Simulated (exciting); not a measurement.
Consider CuI (Marshite), space group F-43m.

```xyz
2
Lattice="0.0000 3.0315 3.0315 3.0315 0.0000 3.0315 3.0315 3.0315 0.0000" Properties=species:S:1:pos:R:3 pbc="T T T"
I     0.0000    0.0000    0.0000
Cu    4.5473    4.5473    4.5473
```

Absorber: atom 2, with 4 I at 2.63 Å (tetrahedral, site symmetry -43m). Method: exciting, all-electron LAPW+lo, PBE, exchange and screened direct term (singlet BSE), 4×4×4 shifted k points, 21 conduction bands, |G+q| up to 3 bohr⁻¹ (2 in the exchange term), full RPA screening with nempty = 45, Lorentzian half width 0.45 eV.

The database entry behind the starting cell differs from later determinations by our own check (about 0.15 % long (mineral sample)), so it need not match the best structure at ambient conditions.

Question: What does the Cu L₃ spectrum look like, and is there a bound core exciton?

Bound core exciton? Undecided on this mesh: the first bright state (over 5 % of the brightest) lies at 0.16 eV from the Kohn–Sham onset and at -0.47 eV from the lowest bare transition of its own mesh. Maxima (height): 1.5 eV (1.00), 3.3 eV (0.60), 6.6 eV (0.60), 9.1 eV (0.51), 10.5 eV (0.50), 12.7 eV (0.50) and 18.7 eV (0.49).

Energy from the Kohn–Sham onset, core level to the lowest empty state found on the meshes used; Im ε in relative units:

| E (eV) | Im ε |
| --- | --- |
| -3.5 | 0.02 |
| -3.0 | 0.03 |
| -2.5 | 0.03 |
| -2.0 | 0.04 |
| -1.5 | 0.05 |
| -1.0 | 0.07 |
| -0.5 | 0.11 |
| 0.0 | 0.21 |
| 0.5 | 0.39 |
| 1.0 | 0.73 |
| 1.5 | 1.00 |
| 2.0 | 0.71 |
| 2.5 | 0.57 |
| 3.0 | 0.58 |
| 3.5 | 0.57 |
| 4.0 | 0.53 |
| 4.5 | 0.51 |
| 5.0 | 0.47 |
| 5.5 | 0.52 |
| 6.0 | 0.55 |
| 6.5 | 0.60 |
| 7.0 | 0.56 |
| 7.5 | 0.53 |
| 8.0 | 0.49 |
| 8.5 | 0.51 |
| 9.0 | 0.51 |
| 9.5 | 0.48 |
| 10.0 | 0.46 |
| 10.5 | 0.50 |
| 11.0 | 0.47 |
| 11.5 | 0.45 |
| 12.0 | 0.44 |
| 12.5 | 0.49 |
| 13.0 | 0.49 |
| 13.5 | 0.50 |
| 14.0 | 0.47 |
| 14.5 | 0.42 |
| 15.0 | 0.38 |
| 15.5 | 0.39 |
| 16.0 | 0.39 |
| 16.5 | 0.36 |
| 17.0 | 0.34 |
| 17.5 | 0.36 |
| 18.0 | 0.40 |
| 18.5 | 0.48 |
| 19.0 | 0.47 |

Binding energies aren't converged on 64 k points, and fine structure above the first lines is partly noise of the mesh. Exchange and the short-range direct term aren't converged in the kernel cutoff. The zero comes from the unshifted 4×4×4 ground-state mesh; it is exact only where the band minimum lies on that mesh. The conduction states carry no spin here, so the exchange coupling to the spinor core hole is only partly held. This core level is treated alone, with no coupling to its spin–orbit partner. The structure is a published determination, not relaxed.

[Banner, clock and machine lines of the logs are left out without a mark of their own.]

[Logs are printed without paths, hosts, clocks, repeated set-up lines and the standing remarks that a program may print on its own settings, such as how far it seeks lower states.]

[Hosts, paths, dates, database ids (printed as entryN), source tags and the programs' standing remarks are cut or masked in the printed files.]
